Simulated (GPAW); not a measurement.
Crystal: In.

```
CELL_PARAMETERS angstrom
3.33548 0.00000 0.00000
-1.66774 2.88861 0.00000
0.00000 0.00000 5.50914
ATOMIC_POSITIONS crystal
In 0.66667 0.33333 0.75000
In 0.33333 0.66667 0.25000
```

This isn't the form of In at room conditions, which is tetragonal.

Base run:

| Property | Result |
| --- | --- |
| Program | GPAW 26.7.0 |
| Functional | PBEsol |
| Potentials or basis | PAW data sets generated in the run's folder for this functional |
| Cutoff | 600 eV |
| Basis | pw |
| k mesh | 7 × 7 × 4 |
| Occupations | fermi-dirac, width 0.05 eV |
| Spin | no spin polarisation |

Its results: pressure -2.1 GPa.

Question: The run is repeated on the same cell with these changes: functional from PBEsol to LDA; potentials or basis from PAW data sets generated in the run's folder for this functional to the program's PAW data sets (release 1.2.1) made for this functional. What comes out?

Answer: Pressure -3.5 GPa.

Not every run made on this cell is shown here.
